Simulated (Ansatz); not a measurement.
# CdS: the cost of one run

Method: plane waves, PAW, in Ansatz 0.2.0.

1 further run of the same task is left out (it didn't finish). Runs told in other sessions of the task aren't counted.

## (1) The structure to begin with

The structure is hexagonal, space group P6_3/mmc (No. 194). The conventional cell has a = 3.841 Å, b = 3.841 Å, c = 6.445 Å, α = 90.00°, β = 90.00°, γ = 120.00°. Cd (site symmetry -3m) has 6 S at 2.74 Å in its first shell of neighbours. Around S (site symmetry -6m2) lie 6 Cd at 2.74 Å.

As a file:

```cif
data_structure
_symmetry_space_group_name_H-M 'P6_3/mmc'
_symmetry_Int_Tables_number 194
_cell_length_a 3.8410
_cell_length_b 3.8410
_cell_length_c 6.4453
_cell_angle_alpha 90.000
_cell_angle_beta 90.000
_cell_angle_gamma 120.000
_cell_volume 82.35
loop_
_atom_site_label
_atom_site_type_symbol
_atom_site_symmetry_multiplicity
_atom_site_Wyckoff_symbol
_atom_site_fract_x
_atom_site_fract_y
_atom_site_fract_z
_atom_site_occupancy
Cd1 Cd 2 a 0.00000 0.00000 0.00000 1
S1 S 2 c 0.33333 0.66667 0.25000 1
```

The cell was relaxed beforehand with r2SCAN; those runs aren't shown.

## (2) PBE, anion s p, 6×6×4

input.yaml reads:

```yaml
crystal:
  lattice:
    - [3.841041574, 0.0, 0.0]
    - [-1.920520787, 3.3264395801, 0.0]
    - [0.0, 0.0, 6.4452706236]
  atoms:
    - { symbol: Cd, position: [0.0, 0.0, 0.0] }
    - { symbol: Cd, position: [0.0, 0.0, 0.5] }
    - { symbol: S, position: [0.3333333333, 0.6666666667, 0.25] }
    - { symbol: S, position: [0.6666666667, 0.3333333333, 0.75] }
kpoints:
  mp_grid: { grid: [6, 6, 4] }
  band_path:
    path:
      - [[0.0, 0.0, 0.0], [0.5, 3.288402454804e-18, 2.579306155629e-19], [0.3333333333333, 0.3333333333333, 5.158612311214e-19], [0.0, 0.0, 0.0], [-7.684354248433e-47, 1.651473961639e-35, 0.5], [0.5, 3.357254154173e-18, 0.5], [0.3333333333333, 0.3333333333333, 0.5], [-7.684354248433e-47, 1.651473961639e-35, 0.5]]
      - [[0.5, 3.357254154173e-18, 0.5], [0.5, 3.288402454804e-18, 2.579306155629e-19]]
      - [[0.3333333333333, 0.3333333333333, 0.5], [0.3333333333333, 0.3333333333333, 5.158612311214e-19]]
    npoints: 10
hamiltonian:
  xc: pbe
scf:
  occupations: { method: fixed }
  n_extra_bands: 6
output:
  forces: false
  stress: false
  eigenvalues: true
  wannier:
    kmesh: [6, 6, 4]
    projections: [{ species: S, l: s, shell: 3 }, { species: S, l: p, shell: 3 }]
    minimise: true
    write_hr: true
    conv_tol: 1.0e-08
    max_iter: 3000
```

Started as:

```bash
$ ansatz run input.yaml --threads 4 --pin off --max-ram 3686MiB --backend cpu --events-out ev --progress --plain --runs-dir out
```

Q: Estimate wall time and peak memory on 4 threads of Arm Neoverse V1, shared host.

About 3.6 s, with a peak of 0.39 GiB.
